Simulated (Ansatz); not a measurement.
Levels at Γ against strain in SnS$_{2}$

```
CELL_PARAMETERS angstrom
3.59830 0.00000 0.00000
-1.79915 3.11622 0.00000
0.00000 0.00000 5.49400
ATOMIC_POSITIONS crystal
Sn 0.00000 0.00000 0.00000
S 0.66667 0.33333 0.26390
S 0.33333 0.66667 0.73610
```

Atoms are numbered in the order listed.

The geometry is COD entry 7038081, unchecked; take it as a test cell.

Spin–orbit coupling is left out, though it moves levels of the heavy atoms by tenths of an eV or more.

These are results of DFT, PBEsol, all-electron LAPW, scalar-relativistic in Ansatz 0.2.0, not measurements.

Sampling and basis: a Γ-centred 10×10×6 k mesh, Fermi–Dirac smearing of 0.01 eV, basis error target 1 meV/atom, no spin polarisation.

The strain is applied along the Cartesian axes of the cell as listed (the other components stay zero). Fractional coordinates are held (clamped ions).

Only quantities that a quadratic follows smoothly over the whole series are listed; rougher ones are left out.

```tsv
εzz	direct gap at Γ (eV)
-0.0300	1.548
-0.0100	1.649
0.0000	1.697
0.0100	1.743
0.0200	1.786
0.0300	1.828
```

Fit the series and give the slopes at zero strain.

Least-squares fits y = p0 + p1 x + p2 x² to the rows give direct gap at Γ (eV): p1 = 4.67, p2 = -10.

One run, at εzz = -0.0200, is withheld. Predict its row.

The fits give 1.600; the run gave 1.600.
